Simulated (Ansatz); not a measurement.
P in Ansatz: convergence with ecutrho ratio

Input of the first run (ecutrho ratio 4); the others differ in this setting and in those tied to it:

File input.yaml:

```yaml
crystal:
  lattice:
    - [1.725725178, 0.9963478961, 3.1296800121]
    - [-1.725725178, 0.9963478961, 3.1296800121]
    - [0.0, -1.9926957921, 3.1296800121]
  atoms:
    - { symbol: P, position: [0.77291975, 0.77291975, 0.77291975] }
    - { symbol: P, position: [0.22708025, 0.22708025, 0.22708025] }
hamiltonian:
  xc: r2scan
  pseudopotentials: { kind: paw }
kpoints:
  mp_grid: { grid: [8, 8, 8] }
scf:
  occupations: { method: cold, width: 0.1 }
output:
  forces: true
  stress: true
  eigenvalues: true
basis:
  ecutrho_ratio: 4
```

Potentials or basis: Ansatz PAW.

Run with:

```console
$ ansatz run input.yaml --threads 2 --pin off --max-ram 5632MiB --backend cpu --events-out ev --progress --plain --runs-dir out
```

This isn't the form of P at room conditions, which is orthorhombic.

Hardware: 2 threads of Intel(R) Xeon(R) Processor @ 2.50GHz (Skylake/Cascade Lake) (shared host).

| ecutrho ratio | energy less the tightest run, at zero smearing (meV/atom) | SCF cycles | CPU time (s) | peak memory (GiB) |
| --- | --- | --- | --- | --- |
| 4 | 0.00 | 6 | 7.1 | 0.42 |
| 5 | 0.00 | 6 | 7 | 0.46 |
| 6 | 0.00 | 6 | 7.9 | 0.51 |
| 8 | 0.00 | 6 | 8.5 | 0.6 |
| 10 | 0.00 | 6 | 11 | 0.72 |
| 12 | 0.00 | 6 | 11 | 0.81 |

Against the tightest run, the energy stays within 1 meV/atom from 4 on. The tightest run that finished is the yardstick and may itself not be fully converged.
